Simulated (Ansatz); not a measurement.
Calculated ¹⁷O NMR of the central transition for SiO2

Cell: a Materials Project structure (computed, not necessarily an observed phase).

Space group I-42m (No. 121); a = 9.1596, c = 8.2312 Å.

```
site  Wyckoff  site symmetry       x       y       z
  Si      16j              1  0.7949  0.4372  0.3183
  O9       8f            .2.  0.0000  0.2833  0.0000
 O10       8i            ..m  0.8546  0.1454  0.7713
 O11      16j              1  0.9302  0.3231  0.3076
```

One atom of each set is listed; the run and its k-mesh use a cell of 24 atoms with edges of 7.67, 7.67, 7.67 Å.

All values are calculated (Ansatz; DFT, PBE, plane waves and PAW, scalar-relativistic, 420 eV cutoff, Γ-centred 4×4×4 k-points, Fermi–Dirac smearing 0.02 eV), not measured.

¹⁷O has I = 5/2 and Q = -25.58 mb (Pyykkö 2018); at 7.05 T its Larmor frequency is ν₀ = 40.7 MHz. Only the quadrupole interaction is simulated: positions count from each site's isotropic chemical shift, and shift anisotropy, dipolar and J coupling are left out.

(1) Give C_Q, η, the quadrupolar product P_Q = |C_Q|(1 + η²/3)^½, the second-order isotropic shift and the breadth of the pattern (static powder) for each O site.

## Answers

(1) 

```json
{"site": "O9", "first shell": "2 Si at 1.61 Å, angle 172°", "C_Q (MHz)": "-6.26", "η": "0.02", "P_Q (MHz)": "6.26", "δ_QIS (ppm)": "-142", "breadth (kHz)": "30.7"}
{"site": "O10", "first shell": "2 Si at 1.61 Å, angle 138°", "C_Q (MHz)": "-5.60", "η": "0.31", "P_Q (MHz)": "5.69", "δ_QIS (ppm)": "-117", "breadth (kHz)": "30.8"}
{"site": "O11", "first shell": "2 Si at 1.62 Å, angle 135°", "C_Q (MHz)": "-5.51", "η": "0.24", "P_Q (MHz)": "5.57", "δ_QIS (ppm)": "-112", "breadth (kHz)": "28.3"}
```

δ_QIS = −(ν_Q²/30ν₀²)[I(I+1) − 3/4](1 + η²/3) × 10⁶ ppm with ν_Q = 3|C_Q|/[2I(2I−1)]; it falls as 1/B₀² in ppm, and the breadth as 1/B₀ in kHz.

At O10 and O11 V_zz runs parallel to the line that joins its two neighbours (within 1°) in each case. At O9 V_zz points along the line of its two bonds (within 1°).

At this cell the principal stresses reach 5 GPa in size with PBE, which can matter for small gradients. The largest force is 0.4 eV/Å, so the atoms aren't at the calculated equilibrium and relaxing them would move these values.
